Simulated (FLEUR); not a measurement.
**Si: band structure with PW91**

The system is Si.

```xyz
2
Lattice="0.0000 2.7219 2.7219 2.7219 0.0000 2.7219 2.7219 2.7219 0.0000" Properties=species:S:1:pos:R:3 pbc="T T T"
Si    2.7219    2.7219    2.7219
Si    4.0828    4.0828    4.0828
```

```json
{
 "Program": "FLEUR MaX-R8.1 (patched build s14)",
 "Task": "band structure",
 "Functional": "PW91",
 "Potentials or basis": "all-electron",
 "Basis": "FLAPW",
 "Kmax": "4.03 1/bohr",
 "k mesh": "8 × 8 × 8",
 "Occupations": "fermi-dirac, width 0.05 eV",
 "Spin": "no spin polarisation",
 "Gmax": "12.5 1/bohr",
 "Muffin-tin radii": "Si 2.06 bohr",
 "lmax": "Si 8",
 "Local orbitals a species": "Si 4",
 "Max iterations": "60",
 "Mixing factor": "0.05",
 "Mixer": "Anderson",
 "Mixer history": "15",
 "Density convergence": "1e-05 me/bohr^3"
}
```

- Band gap on the k mesh: 0.65 eV, indirect (least direct gap 2.59 eV)
- Band gap along the path: 0.61 eV, indirect (least direct gap 2.59 eV)
- Valence electrons inside the program's atomic spheres: Si 9.93 (radii Si 2.06 bohr)

Levels at the corners of the path, in eV from the valence-band top:
| point | band 9 | band 10 | band 11 | band 12 | band 13 | band 14 | band 15 | band 16 | band 17 |
| --- | --- | --- | --- | --- | --- | --- | --- | --- | --- |
| Γ | -11.90 | 0.00 | 0.00 | 0.00 | 2.59 | 2.59 | 2.59 | 3.27 | 7.76 |
| X | -7.78 | -7.78 | -2.82 | -2.82 | 0.75 | 0.75 | 10.06 | 10.06 | 10.96 |
| W | -7.62 | -7.62 | -3.80 | -3.80 | 4.29 | 4.29 | 5.00 | 5.00 | 10.54 |
| K | -8.20 | -7.20 | -4.25 | -2.39 | 1.24 | 4.14 | 7.46 | 7.98 | 8.19 |
| Γ | -11.90 | 0.00 | 0.00 | 0.00 | 2.59 | 2.59 | 2.59 | 3.27 | 7.76 |
| L | -9.59 | -6.92 | -1.19 | -1.19 | 1.52 | 3.38 | 3.38 | 7.73 | 10.55 |
| U | -8.20 | -7.20 | -4.25 | -2.39 | 1.24 | 4.14 | 7.46 | 7.98 | 8.19 |
| W | -7.62 | -7.62 | -3.80 | -3.80 | 4.29 | 4.29 | 5.00 | 5.00 | 10.54 |
| L | -9.59 | -6.92 | -1.19 | -1.19 | 1.52 | 3.38 | 3.38 | 7.73 | 10.55 |
| K | -8.20 | -7.20 | -4.25 | -2.39 | 1.24 | 4.14 | 7.46 | 7.98 | 8.19 |
| U | -8.20 | -7.20 | -4.25 | -2.39 | 1.24 | 4.14 | 7.46 | 7.98 | 8.19 |
| X | -7.78 | -7.78 | -2.82 | -2.82 | 0.75 | 0.75 | 10.06 | 10.06 | 10.96 |

Core levels (eV from the Fermi level):
```
atom         levels
1 Si  1s1/2 -1780.9
2 Si  1s1/2 -1780.9
```

Run time: 13 s on 1 thread of Intel(R) Xeon(R) CPU @ 2.60GHz (Ice Lake), with other jobs on the host, peak memory 0.04 GiB.

As with any semilocal functional, this PW91 gap is likely too small.
